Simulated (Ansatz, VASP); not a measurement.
**One calculation of SnO2, two programs**

```xyz
3
Lattice="0.0000 2.5912 2.5912 2.5912 0.0000 2.5912 2.5912 2.5912 0.0000" Properties=species:S:1:pos:R:3 pbc="T T T"
Sn    0.0000    0.0000    0.0000
O     3.8868    3.8868    3.8868
O     1.2956    1.2956    1.2956
```

Change from the starting cell: volume scaled by 1.02.

Alike in both runs: task single point; functional PBE; k mesh 9 × 9 × 9; occupations fermi-dirac, width 0.05 eV; no spin polarisation.

```csv
,VASP,Ansatz
version,VASP 6.6.1,Ansatz 0.2.0
potentials or method,"VASP PAW PBE potentials, release 64 (Sn_d, O)",Ansatz PAW
plane-wave cutoff (eV),520,420
valence electrons in the cell,26,26
```

```csv
,VASP,Ansatz,Ansatz less VASP
gap on the k mesh at the Fermi level (eV),none,none,-
pressure (GPa),-3.5,-4.0,-0.47
```

A gap of «none» marks a metal or a gap that the smearing closes.

Caveats: the pressure holds a Pulay correction of +0.9 GPa for the finite cutoff (Ansatz).
